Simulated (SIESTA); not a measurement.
Nb4C3:

```
CELL_PARAMETERS angstrom
4.47077 0.00000 0.00000
0.00000 4.47077 0.00000
0.00000 0.00000 4.47077
ATOMIC_POSITIONS crystal
Nb 0.50000 0.50000 0.50000
Nb 0.50000 0.00000 0.00000
Nb 0.00000 0.00000 0.50000
Nb 0.00000 0.50000 0.00000
C 0.00000 0.50000 0.50000
C 0.50000 0.50000 0.00000
C 0.50000 0.00000 0.50000
```

The cell comes from a database or a generator and needn't be the stable form of this composition.

| Item | Value |
| --- | --- |
| Program | SIESTA 5.4.2 |
| Task | single point |
| Functional | PBEsol |
| Potentials or basis | PseudoDojo 0.4 standard (PBEsol files) |
| Basis | DZP (energy shift 0.003 Ry; two zetas on semicore shells) |
| Grid cutoff | 800 Ry |
| Energy shift | 0.003 Ry |
| k mesh | 6 × 6 × 6 |
| Occupations | fermi-dirac, width 0.05 eV |
| Spin | no spin polarisation |

On this cell: pressure -6.5 GPa; largest force zero by symmetry; band gap on the k mesh none (metal or under the smearing width).

The same run follows on a disturbed copy (atoms moved at random, drawn with an rms of 0.05 Å):

```
CELL_PARAMETERS angstrom
4.47077 0.00000 0.00000
0.00000 4.47077 0.00000
0.00000 0.00000 4.47077
ATOMIC_POSITIONS crystal
Nb 0.49749 0.50669 0.49503
Nb 0.49965 0.01322 0.00570
Nb 0.99680 0.00612 0.49528
Nb 0.00689 0.49185 0.99735
C 0.99051 0.49861 0.50145
C 0.50680 0.50737 0.00457
C 0.49076 0.00443 0.49204
```

Q: What changes?

A: The energy (extrapolated to zero smearing) moves by +13.5 meV/atom; pressure -6.0 GPa; largest force 1.036 eV/Å; band gap on the k mesh none (metal or under the smearing width).

Forces in eV/Å, atoms in the order of the input:
```
Nb  -0.033 -0.036  0.435
Nb  -0.030 -0.658 -0.800
Nb  -0.098 -0.265  0.148
Nb  -0.559  0.394  0.255
C    0.594  0.373 -0.180
C   -0.229  0.103 -0.449
C    0.353  0.092  0.587
```

Stress tensor (GPa, compression positive):
```
-6.09 -0.09  0.04
-0.09 -6.30  0.01
 0.04  0.01 -5.67
```

Caveats: the basis of atomic orbitals isn't converged, which shifts pressures, moduli and gaps.
